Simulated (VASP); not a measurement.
Set up this calculation in VASP 6.6.1, as the native input.

```yaml
Task: band structure
Functional: HSE06
Potentials_or_basis: VASP PAW PBE potentials, release 64 (Ca_sv, O)
Cutoff: 520 eV
k_mesh: 8 × 8 × 8
Occupations: gaussian, width 0.02 eV
Spin: no spin polarisation
Grid_for_exact_exchange_PRECFOCK: Fast
Screening_parameter: 0.2 1/A
Further_INCAR_settings: ALGO = Normal; EDIFF = 1e-07; NBANDS = 15
```

The system is CaO.

```xyz
2
Lattice="0.0000 2.4190 2.4190 2.4190 0.0000 2.4190 2.4190 2.4190 0.0000" Properties=species:S:1:pos:R:3 pbc="T T T"
Ca    0.0000    0.0000    0.0000
O     2.4190    2.4190    2.4190
```

The cell was built by a generator and needn't be a form met in nature.

The input as run:

POSCAR

```
CaO                                     
1.0
    0.0000000000      2.4189568295      2.4189568295
    2.4189568295      0.0000000000      2.4189568295
    2.4189568295      2.4189568295     -0.0000000000
  Ca              O             
     1     1
Direct
     0.0000000000000000    0.0000000000000000    0.0000000000000000
     0.5000000000000000    0.5000000000000000    0.5000000000000000
```

INCAR.step1

```
SYSTEM = CaO
PREC = Accurate ; ENCUT = 520
EDIFF = 1E-5 ; ISMEAR = 0
SIGMA = 0.02 ; LREAL = .False.
LASPH = .True. ; NELM = 100
ALGO = Normal ; ISIF = 2
LWAVE = .True. ; LCHARG = .False.
NBANDS = 15 ; GGA = PE
KPAR = 4
```

INCAR.step2

```
SYSTEM = CaO
PREC = Accurate ; ENCUT = 520
EDIFF = 1E-7 ; ISMEAR = 0
SIGMA = 0.02 ; LREAL = .False.
LASPH = .True. ; NELM = 100
ALGO = Normal ; ISIF = 2
LWAVE = .False. ; LCHARG = .False.
GGA = PE ; LHFCALC = .True.
HFSCREEN = 0.2 ; PRECFOCK = Fast
NBANDS = 15 ; ISTART = 1
KPAR = 4
```

KPOINTS

```
Automatic mesh
0
Gamma
  8 8 8
  0 0 0
```

KPOINTS_OPT

```
path GXWKGLUWLK,UX
8
line-mode
reciprocal
 0.0000000000  0.0000000000  0.0000000000  G
 0.5000000000  0.0000000000  0.5000000000  X

 0.5000000000  0.0000000000  0.5000000000  X
 0.5000000000  0.2500000000  0.7500000000  W

 0.5000000000  0.2500000000  0.7500000000  W
 0.3750000000  0.3750000000  0.7500000000  K

 0.3750000000  0.3750000000  0.7500000000  K
 0.0000000000  0.0000000000  0.0000000000  G

 0.0000000000  0.0000000000  0.0000000000  G
 0.5000000000  0.5000000000  0.5000000000  L

 0.5000000000  0.5000000000  0.5000000000  L
 0.6250000000  0.2500000000  0.6250000000  U

 0.6250000000  0.2500000000  0.6250000000  U
 0.5000000000  0.2500000000  0.7500000000  W

 0.5000000000  0.2500000000  0.7500000000  W
 0.5000000000  0.5000000000  0.5000000000  L

 0.5000000000  0.5000000000  0.5000000000  L
 0.3750000000  0.3750000000  0.7500000000  K

 0.6250000000  0.2500000000  0.6250000000  U
 0.5000000000  0.0000000000  0.5000000000  X
```

Potentials or basis: VASP PAW PBE potentials, release 64 (Ca_sv, O).

Run with:

```sh
$ cat potpaw_PBE.64/Ca_sv/POTCAR potpaw_PBE.64/O/POTCAR > POTCAR
$ cp INCAR.step1 INCAR
$ mpirun -np 4 vasp_std > vasp.out
$ cp INCAR.step2 INCAR
$ mpirun -np 4 vasp_std > vasp.out
```

Results of the run:

```yaml
Pressure: -2.0 GPa
Band_gap_on_the_k_mesh: 5.32 eV, indirect (least direct gap 5.75 eV)
Band_gap_along_the_path: 5.32 eV, indirect (least direct gap 5.75 eV)
```

Caveat: the PAW data sets were made with another functional, which shifts forces and pressure a little.

It took 59 min on 4 MPI ranks on Intel(R) Xeon(R) Platinum 8259CL CPU @ 2.50GHz (Skylake/Cascade Lake) (shared host), peak memory 0.34 GiB a rank.
